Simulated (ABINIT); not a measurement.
Runs of ABINIT 10.8.3 (patched build) on WS2. Symmetry: R3m, No. 160, trigonal system. Conventional cell: a = 3.158 Å, b = 3.158 Å, c = 18.490 Å, α = 90.00°, β = 90.00°, γ = 120.00°. W (site symmetry 3m) has 6 S at 2.39 to 2.42 Å as nearest neighbours. S (site symmetry 3m) has 3 W at 2.42 Å as nearest neighbours. Around S (site symmetry 3m) lie 3 W at 2.39 Å. Measurements of this composition are mostly on another form, of space group No. 194.

```csv
level,gap on the mesh (eV),pressure (GPa),largest force (eV/Å)
AM05,1.05,-0.9,0.60
PBEsol,1.02,-0.4,0.60
LDA,(b),-3.2,0.58
r2SCAN,(c),(a),0.62
SCAN,1.19,0.8,0.60
revPBE,1.10,6.6,0.62
RPBE,1.11,7.3,0.62
BLYP,1.08,12.3,0.90
```

Alike in all rows: task single point; potentials or basis JTH PAW PBE v2.0; no spin polarisation; cell as given; k mesh 10 × 10 × 10; cutoff (eV) 653; smearing fermi-dirac 0.05 eV.

Problem. Estimate the missing entries.

Solution. (a) 3.0; (b) 0.99; (c) 1.17.

Caveats: the PAW data sets were made with another functional, which shifts forces and pressure a little; spin-orbit coupling is left out, which moves the levels of the heavy elements.

A k mesh can miss the band edges, and the runs leave out spin-orbit coupling on W.

Runs at the PBE level aren't shown here.
